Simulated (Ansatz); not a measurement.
# LiH: stable or not

The structure comes from a generated guess, relaxed at this level; another structure or a mixture of phases may lie lower.

The calculation used Ansatz 0.2.0, DFT PBE, scalar-relativistic, plane waves, PAW. The final run on the 4-atom cell used 420 eV, a Γ-centred 10×10×1 mesh, 0.02 eV smearing and no spin polarisation.

Only a and b repeat, and vacuum parts the sheet from its images along c.

```xyz
4
Lattice="2.7617 0.0000 0.0000 0.0000 2.7617 0.0000 0.0000 0.0000 29.1370" Properties=species:S:1:pos:R:3 pbc="T T F"
Li    1.3809    0.0000    7.5467
Li    0.0000    1.3809    9.4533
H     1.3809    0.0000    9.5114
H     0.0000    1.3809    7.4886
```

Energies over the elements count from the elements' standard structures at the same level (H₂ as a molecule), with no fitted energy shifts.

Task: These tests were run: energy against the elements; random kick, then relaxation without symmetry; phonons on a 2×2×1 q mesh. What do they show?

Result:

```csv
test,result
energy against the elements,−0.339 eV/atom
"random kick, then relaxation without symmetry",returns
phonons on a 2×2×1 q mesh,no imaginary mode on the mesh
```

It fails none of these tests. Whether a mixture of other phases lies lower isn't tested here.

With hydrogen, zero-point motion can shift formation energies by some tens of meV/atom. The kick test ran on a coarse mesh. The run for the phonons used a 10×10×1 k mesh.
